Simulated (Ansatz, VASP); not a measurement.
## Al: VASP beside Ansatz

The input INCAR:

```
PREC     = Accurate       # precision mode
ENCUT    = 520            # plane-wave cutoff, eV
EDIFF    = 1E-7           # SCF threshold, eV
ISMEAR   = -1             # smearing method
SIGMA    = 0.1            # smearing width, eV
LREAL    = F              # projectors in reciprocal space
LASPH    = T              # aspherical terms in the spheres
NELM     = 80             # most SCF steps
ALGO     = Normal         # electronic algorithm
ISIF     = 2              # what is computed and relaxed
LWAVE    = F              # write WAVECAR
LCHARG   = T              # write CHGCAR
GGA      = PE             # functional
LELF     = T              # ELF
LVHAR    = T            
NBANDS   = 8              # bands
```

KPOINTS

```
regular mesh
0
Gamma
  18 18 18
```

POSCAR

```
Al
1.0
   -1.2840965743      1.2840965743      1.2840965743
    1.2840965743     -1.2840965743      1.2840965743
    1.2840965743      1.2840965743     -1.2840965743
Al
1
Direct
    0.0000000000      0.0000000000      0.0000000000
```

Input for Ansatz:

```yaml
crystal:
  lattice:
    - [-1.2840965743, 1.2840965743, 1.2840965743]
    - [1.2840965743, -1.2840965743, 1.2840965743]
    - [1.2840965743, 1.2840965743, -1.2840965743]
  atoms:
    - { symbol: Al, position: [0.0, 0.0, 0.0] }
kpoints:
  mp_grid: { grid: [18, 18, 18] }
scf:
  occupations: { method: fermi_dirac, width: 0.1 }
hamiltonian:
  xc: pbe
  pseudopotentials: { kind: all_electron, lapw: { basis_error: 0.001 } }
output:
  forces: true
  stress: true
  eigenvalues: true
  populations: true
```

Change from the starting cell: volume scaled by 0.5, LAPW.

Alike in both runs: task single point; functional PBE; k mesh 18 × 18 × 18; occupations fermi-dirac, width 0.1 eV; no spin polarisation.

|  | VASP | Ansatz |
| --- | --- | --- |
| version | VASP 6.6.1 | Ansatz 0.2.0 |
| potentials or method | VASP PAW PBE potentials, release 64 (Al) | all-electron LAPW, scalar-relativistic |
| plane-wave cutoff (eV) | 520 | see its input |

VASP gave:

- pressure (GPa): 202.9

Problem. What did Ansatz give for the same quantities?

Solution. Pressure (GPa): 201.2.

Ansatz ran all-electron here, so the differences hold the error of VASP's frozen core and of both bases.

Caveats: the cell as given lies far from equilibrium; so large a pressure means that the cell lies far from this level's equilibrium, or that cutoff or potentials fall short (VASP).
